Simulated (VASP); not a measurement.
## A VASP 6.6.1 single-point calculation on SiO2

INCAR

```
ENCUT = 520
EDIFF = 1E-7
ISMEAR = -4
SIGMA = 0.1
LREAL = .FALSE.
LCHARG = .FALSE.
PREC = Accurate
IBRION = -1
LASPH = .TRUE.
ISIF = 2
NSW = 0
NELM = 68
NBANDS = 25
GGA = PE
LWAVE = .FALSE.
```

KPOINTS

```
KPOINTS created by Atomic Simulation Environment
0
Gamma
6 6 10
0 0 0
```

POSCAR

```
Si O
 1.0000000000000000
     4.1851887985999996    0.0000000000000000    0.0000000000000000
     0.0000000000000000    4.1851887985999996    0.0000000000000000
     0.0000000000000000    0.0000000000000000    2.6154630930999998
 Si  O
   2   4
Cartesian
  0.0000000000000000 -0.0000000000000000  0.0000000000000000
  2.0925943992999998  2.0925943992999998  1.3077315465499999
  1.2807707916413076  1.2807707916413076  0.0000000000000000
  0.8118236076586919  3.3733651909413074  1.3077315465499999
  3.3733651909413074  0.8118236076586919  1.3077315465499999
  2.9044180069586920  2.9044180069586920  0.0000000000000000
```

The recommended PBE PAW datasets give the neutral cell 32 valence electrons.

Command

```
mpirun -np 1 vasp_std
```

Task: Predict the outcome of this run.

Result: It converged. Results: gap between bands v and c on the k mesh 5.98 eV; least direct gap on the k mesh 5.98 eV; pressure 18.0 GPa; largest force 0.13 eV/Å. Band v is the last that the valence electrons fill when counted band by band, and c is the next.

OSZICAR

```
N       E                     dE             d eps       ncg     rms          rms(c)
DAV:   1     0.134912043349E+03    0.13491E+03   -0.17691E+04  3016   0.124E+03
DAV:   2    -0.441698508016E+02   -0.17908E+03   -0.17290E+03  3826   0.281E+02
DAV:   3    -0.507923979947E+02   -0.66225E+01   -0.65974E+01  4044   0.515E+01
DAV:   4    -0.508340539120E+02   -0.41656E-01   -0.41643E-01  3527   0.472E+00
DAV:   5    -0.508343941590E+02   -0.34025E-03   -0.34019E-03  4046   0.401E-01    0.181E+01
DAV:   6    -0.461036450442E+02    0.47307E+01   -0.13163E+01  3794   0.245E+01    0.838E+00
DAV:   7    -0.461369925821E+02   -0.33348E-01   -0.79666E-01  3791   0.527E+00    0.300E+00
DAV:   8    -0.461508918672E+02   -0.13899E-01   -0.26530E-02  3743   0.141E+00    0.110E+00
DAV:   9    -0.461572915211E+02   -0.63997E-02   -0.96886E-03  3799   0.830E-01    0.266E-01
DAV:  10    -0.461574889745E+02   -0.19745E-03   -0.40080E-04  3804   0.147E-01    0.416E-02
DAV:  11    -0.461574789430E+02    0.10031E-04   -0.64810E-05  3880   0.590E-02    0.101E-02
DAV:  12    -0.461574801540E+02   -0.12109E-05   -0.45823E-06  3734   0.159E-02    0.316E-03
DAV:  13    -0.461574803203E+02   -0.16634E-06   -0.61656E-07  3908   0.561E-03    0.406E-03
DAV:  14    -0.461574803041E+02    0.16238E-07   -0.13071E-08  2423   0.813E-04
   1 F= -.46157480E+02 E0= -.46157480E+02  d E =0.000000E+00
```

For comparison, a separate PBE run of the intended cell, on usual settings and not on those above, gives a gap of 5.98 eV on its mesh and a pressure of 18.0 GPa.
